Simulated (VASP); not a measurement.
# Cl2 in VASP: single point with PBE0

Aim: the single point of Cl2 with PBE0.

All numbers are computed with VASP 6.6.1; they aren't measurements. Logs are shortened: lines on timing, memory, paths and dates and some standing lists are left out, and cuts for length are marked.

## (1) The structure

The cell holds a molecule in a box, 2 atoms: a = 10.000 Å, b = 10.500 Å, c = 11.000 Å, α = 90.00°, β = 90.00°, γ = 90.00°.

## (2) Single point, PBE0

POSCAR

```
Cl
1.0
   10.0000000000      0.0000000000      0.0000000000
    0.0000000000     10.5000000000      0.0000000000
    0.0000000000      0.0000000000     11.0000000000
Cl
2
Direct
    0.5000000000      0.5000000000      0.4099900000
    0.5000000000      0.5000000000      0.5900100000
```

INCAR.step1

```
ALGO = Normal ; EDIFF = 1E-5
ENCUT = 520 ; GGA = PE
ISIF = 2 ; ISMEAR = 0
LASPH = True ; LREAL = False
LWAVE = True ; NELM = 60
PREC = Accurate ; SIGMA = 0.02
```

INCAR.step2

```
AEXX = 0.25 ; ALGO = Normal
EDIFF = 1E-6 ; ENCUT = 520
GGA = PE ; HFRCUT = -1
ISIF = 2 ; ISMEAR = 0
ISTART = 1 ; LASPH = True
LCHARG = True ; LELF = True
LHFCALC = True ; LREAL = False
LVHAR = True ; LWAVE = False
NELM = 60 ; PREC = Accurate
PRECFOCK = Fast ; SIGMA = 0.02
```

KPOINTS

```
k-points
0
Gamma
  1 1 1
```

Potentials or basis: VASP PAW PBE potentials, release 64 (Cl).

On the command line:

```sh
cat potpaw_PBE.64/Cl/POTCAR > POTCAR
cp INCAR.step1 INCAR
mpirun -np 1 vasp_std > vasp.out
cp INCAR.step2 INCAR
mpirun -np 1 vasp_std > vasp.out
```

OUTCAR:

```text
AEXX = 0.25
   EDIFF = 1E-6
   ENCUT = 520
   GGA = PE
   ISIF = 2
   ISMEAR = 0
   ISTART = 1
   LASPH = True
   LHFCALC = True
   LREAL = False
   NELM = 60
   PREC = Accurate
   PRECFOCK = Fast

 ion  position               nearest neighbor table
   1  0.500  0.500  0.410-   2 1.98
   2  0.500  0.500  0.590-   1 1.98

  LATTYP: Found a simple orthorhombic cell.
 ALAT       =    10.0000000000
 B/A-ratio  =     1.0500000000
 C/A-ratio  =     1.1000000000

  Lattice vectors:

 A1 = (  10.0000000000,   0.0000000000,   0.0000000000)
 A2 = (   0.0000000000,  10.5000000000,   0.0000000000)
 A3 = (   0.0000000000,   0.0000000000,  11.0000000000)

Analysis of symmetry for initial positions (statically):
=====================================================================
 Subroutine PRICEL returns:
 Original cell was already a primitive cell.

 Routine SETGRP: Setting up the symmetry group for a
 simple orthorhombic supercell.

 Subroutine GETGRP returns: Found  8 space group operations
 (whereof  8 operations were pure point group operations)
 out of a pool of  8 trial point group operations.

The static configuration has the point symmetry D_2h.

Analysis of symmetry for dynamics (positions and initial velocities):
=====================================================================
 Subroutine PRICEL returns:
 Original cell was already a primitive cell.

 Routine SETGRP: Setting up the symmetry group for a
 simple orthorhombic supercell.

 Subroutine GETGRP returns: Found  8 space group operations
 (whereof  8 operations were pure point group operations)
 out of a pool of  8 trial point group operations.

The dynamic configuration has the point symmetry D_2h.

 Subroutine INISYM returns: Found  8 space group operations
 (whereof  8 operations are pure point group operations),
 and found     1 'primitive' translations

----------------------------------------------------------------------------------------

                                     Primitive cell

  volume of cell :    1155.0000

  direct lattice vectors                    reciprocal lattice vectors
    10.000000000  0.000000000  0.000000000     0.100000000  0.000000000  0.000000000
     0.000000000 10.500000000  0.000000000     0.000000000  0.095238095  0.000000000
     0.000000000  0.000000000 11.000000000     0.000000000  0.000000000  0.090909091

  length of vectors
    10.000000000 10.500000000 11.000000000     0.100000000  0.095238095  0.090909091

  position of ions in fractional coordinates (direct lattice)
     0.500000000  0.500000000  0.409990000
     0.500000000  0.500000000  0.590010000

  ion indices of the primitive-cell ions
   primitive index   ion index
                 1           1
                 2           2

----------------------------------------------------------------------------------------

 KPOINTS: k-points

Automatic generation of k-mesh.
 Grid dimensions read from file:
 generate k-points for:    1    1    1

 Generating k-lattice:

  Cartesian coordinates                     Fractional coordinates (reciprocal lattice)
     0.100000000  0.000000000  0.000000000     1.000000000  0.000000000  0.000000000
     0.000000000  0.095238095  0.000000000     0.000000000  1.000000000  0.000000000
     0.000000000  0.000000000  0.090909091     0.000000000  0.000000000  1.000000000

  Length of vectors
     0.100000000  0.095238095  0.090909091

  Shift w.r.t. Gamma in fractional coordinates (k-lattice)
     0.000000000  0.000000000  0.000000000

 Subroutine IBZKPT returns following result:
 ===========================================

 Found      1 irreducible k-points:

 Following reciprocal coordinates:
            Coordinates               Weight
  0.000000  0.000000  0.000000      1.000000
   k-points           NKPTS =      1   k-points in BZ     NKDIM =      1   number of bands    NBANDS=     11
   number of dos      NEDOS =    301   number of ions     NIONS =      2
   total plane-waves  NPLWV = 537600
   dimension x,y,z NGX =    80 NGY =   80 NGZ =   84
   dimension x,y,z NGXF=   160 NGYF=  160 NGZF=  168
   ions per type =               2
   NGX,Y,Z   is equivalent  to a cutoff of  13.30, 12.67, 12.70 a.u.
   NGXF,Y,Z  is equivalent  to a cutoff of  26.60, 25.33, 25.39 a.u.
 SYSTEM =  unknown system
   PREC   = accura    normal or accurate (medium, high low for compatibility)
   ISTART =      1    job   : 0-new  1-cont  2-samecut
   ICHARG =      0    charge: 1-file 2-atom 10-const
   ISPIN  =      1    spin polarized calculation?
   LNONCOLLINEAR =      F non collinear calculations
   LSORBIT =      F    spin-orbit coupling
   LASPH  =      T    aspherical Exc in radial PAW
   ENCUT  =  520.0 eV  38.22 Ry    6.18 a.u.  18.59 19.52 20.45*2*pi/ulx,y,z
   NELM   =     60;   NELMIN=  2; NELMDL=  0     # of ELM steps
   EDIFF  = 0.1E-05   stopping-criterion for ELM
   LREAL  =      F    real-space projection
   EDIFFG = 0.1E-04   stopping-criterion for IOM
   NSW    =      0    number of steps for IOM
   IBRION =     -1    ionic relax: 0-MD 1-quasi-New 2-CG
   NFREE  =      0    steps in history (QN), initial steepest desc. (CG)
   ISIF   =      2    stress and relaxation
   ISYM   =      3    0-nonsym 1-usesym 2-fastsym
   POTIM  = 0.5000    time-step for ionic-motion
   TEBEG  =    0.0;   TEEND  =   0.0 temperature during run
   PSTRESS=    0.0 pullay stress
   NELECT =      14.0000    total number of electrons
   NUPDOWN=      -1.0000    fix difference up-down
   EMIN   =  10.00;   EMAX   =-10.00  energy-range for DOS
   EFERMI =   0.00;   METHOD = LEGACY
   ISMEAR =     0;   SIGMA  =   0.02  broadening in eV -4-tet -1-fermi 0-gaus
   EFERMI_NEDOS =   21; number of points for ismear=-14 and -15
   IALGO  =     38    algorithm
   IMIX   =      1    mixing-type and parameters
     AMIX     =   0.40;   BMIX     =  1.00
     AMIX_MAG =   1.60;   BMIX_MAG =  1.00
  volume/ion in A,a.u.               =     577.50      3897.16
  Fermi-wavevector in a.u.,A,eV,Ry     =   0.376060  0.710650  1.924149  0.141421
  Thomas-Fermi vector in A             =   1.307622
   LORBIT       =      0    0 simple, 1 ext, 2 COOP (PROOUT), +10 PAW based schemes
   GGA     = PE    functional components
   LHFCALC =     T    Hartree Fock is set to
   PRECFOCK=fast      Normal, Fast or Accurate (Low or Medium for compatibility)
   ENCUT4O =  -1.0   cutoff for four orbital integrals eV
   NKREDX  =     1    reduce k-point grid by
   NKREDY  =     1    reduce k-point grid by
   NKREDZ  =     1    reduce k-point grid by
   AEXX    =    0.2500 exact exchange contribution
   HFSCREEN=    0.0000 screening length (either q_TF or 0.3 A-1)
   HFSCREENC=   0.0000 screening length for correlation (either q_TF or 0.3 A-1)
   ENCUTFOCK=  -1.0 apply spherical cutoff to Coloumb kernel
   IVDW    =     0    specifies the selected vdW correction
   LEPSILON=     F    determine dielectric tensor
   LRPA    =     F    only Hartree local field effects (RPA)
 non-spin polarized calculation
 Gauss-broadening in eV      SIGMA  =   0.02
  energy-cutoff  :      520.00
  volume of cell :     1155.00
 maximum number of plane-waves:     31095
 NGX is ok and might be reduce to    80
  NGX = 40; NGY = 40; NGZ = 42

 number of electron      13.9999996 magnetization

 Free energy of the ion-electron system (eV)
  ---------------------------------------------------
  ext. energy  EPLUGINS =         0.00000000
  ---------------------------------------------------
  free energy    TOTEN  =        -5.92557486 eV

  energy without entropy =       -5.92557486  energy(sigma->0) =       -5.92557486

 E-fermi :  -8.2643     XC(G=0):  -0.6462

 val. band max:       -8.3715956058   @ k =   0.0000   0.0000   0.0000
 cond. band min:      -2.7311980679   @ k =   0.0000   0.0000   0.0000
 fundamental gap:      5.6403975379
 Fermi energy:        -8.2642682923

 k-point     1 :       0.0000    0.0000    0.0000
  band No.  band energies     occupation
      1     -26.0273      2.00000
      2     -21.3273      2.00000
      3     -13.0043      2.00000
      4     -11.3205      2.00000
      5     -11.3202      2.00000
      6      -8.3718      2.00000
      7      -8.3716      2.00000
      8      -2.7312      0.00000
      9      -0.0536      0.00000
     10       1.1215      0.00000
     11       1.2480      0.00000

------------------------ aborting loop because EDIFF is reached ----------------------------------------

  FORCE on cell =-STRESS in cart. coord.  units (eV):
  Direction    XX          YY          ZZ          XY          YZ          ZX
  --------------------------------------------------------------------------------------
  -------------------------------------------------------------------------------------
  Total       -0.0389298     -0.0217411     -0.6483570      0.0000000      0.0000000      0.0000000
  in kB       -0.0540022     -0.0301586     -0.8993791      0.0000000      0.0000000      0.0000000
  external PRESSURE =      -0.3278466 kB  Pullay stress =       0.0000000 kB

 VOLUME and BASIS-vectors are now :
 -----------------------------------------------------------------------------
  energy-cutoff  :      520.00
  volume of cell :     1155.00
      direct lattice vectors                 reciprocal lattice vectors
    10.000000000  0.000000000  0.000000000     0.100000000  0.000000000  0.000000000
     0.000000000 10.500000000  0.000000000     0.000000000  0.095238095  0.000000000
     0.000000000  0.000000000 11.000000000     0.000000000  0.000000000  0.090909091

 POSITION                                       TOTAL-FORCE (eV/Angst)
 -----------------------------------------------------------------------------------
      5.00000      5.25000      4.50989         0.000000      0.000000      0.302576
      5.00000      5.25000      6.49011         0.000000      0.000000     -0.302576
 -----------------------------------------------------------------------------------
    total drift:                                0.000000     -0.000000      0.000000

  FREE ENERGIE OF THE ION-ELECTRON SYSTEM (eV)
  ---------------------------------------------------
  free  energy   TOTEN  =        -5.9255748596 eV

  energy  without entropy=       -5.9255748596  energy(sigma->0) =       -5.92557486
```

It took 2.9 min on 1 thread of AMD EPYC 7R13 (Zen 3), shared host; peak memory 0.84 GiB.

What came out:

| Item | Value |
| --- | --- |
| Free energy | -5.9256 eV |
| Largest force | 0.303 eV/Å |
| Gap between the frontier levels | 5.64 eV |

Forces on the atoms (eV/Å):
```
Cl   0.000  0.000  0.303
Cl   0.000  0.000 -0.303
```

Caveat: the PAW data sets were made with another functional, which shifts forces and pressure a little.
